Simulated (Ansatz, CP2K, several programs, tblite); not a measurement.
Energy against volume for NaCl (CsCl type), at fixed shape and fractional coordinates, computed by several methods (PBE and r2SCAN, where shown, with plane waves in Ansatz); the cell shown is that of r2SCAN. Space group Pm-3m (No. 221), cubic; a = 3.460 Å in the conventional setting, 20.70 Å³ an atom. Na has 8 Cl at 3.00 Å; Cl has 8 Na at 3.00 Å. These are computed values for a spin-unpolarised cell that may be hypothetical; none is a measurement. Energies count from each curve's lowest point; fits are third-order Birch-Murnaghan.

```xyz
2
Lattice="3.4595 0.0000 0.0000 0.0000 3.4595 0.0000 0.0000 0.0000 3.4595" Properties=species:S:1:pos:R:3 pbc="T T T"
Na    0.0000    0.0000    0.0000
Cl    1.7298    1.7298    1.7298
```

PBE/DZVP (CP2K), on the shape of the cell shown:
```
V (Å³/atom)  E (meV/atom)
     18.218         58.48
     19.461         18.95
     20.703          2.79
     21.945          0.00
     23.187          8.61
```
The points scatter about the fit by more than 0.3 meV an atom, so no fit is quoted.

GFN1-xTB (tblite), on the shape of the cell shown, as a cluster of 54 atoms at the zone centre:

| V (Å³/atom) | E (meV/atom) |
| --- | --- |
| 18.218 | 5.43 |
| 19.461 | 0.00 |
| 20.703 | 9.22 |
| 21.945 | 28.81 |
| 23.187 | 55.58 |

V₀ = 19.23 Å³ an atom and B₀ = 31 GPa.

light PBE (260 eV and a coarse mesh), on the shape of the cell shown:

| V (Å³/atom) | E (meV/atom) |
| --- | --- |
| 19.046 | 35.56 |
| 19.875 | 15.12 |
| 20.703 | 0.00 |
| 21.531 | 6.77 |
| 22.359 | 6.36 |
| 23.187 | 10.50 |

The points scatter about the fit by more than 0.3 meV an atom, since at so low a cutoff the number of plane waves jumps with the volume, so no fit is quoted.

GFN2-xTB (tblite), on the shape of the cell shown, as a cluster of 54 atoms at the zone centre:
```csv
V (Å³/atom),E (meV/atom)
18.218,43.64
19.461,14.84
20.703,1.60
21.945,0.00
23.187,6.60
```
V₀ = 21.53 Å³ an atom and B₀ = 21 GPa.

PBE/SZV (CP2K), on the shape of the cell shown:

| V (Å³/atom) | E (meV/atom) |
| --- | --- |
| 18.218 | 83.09 |
| 19.461 | 31.53 |
| 20.703 | 7.80 |
| 21.945 | 0.00 |
| 23.187 | 5.66 |

The points scatter about the fit by more than 0.3 meV an atom, so no fit is quoted.
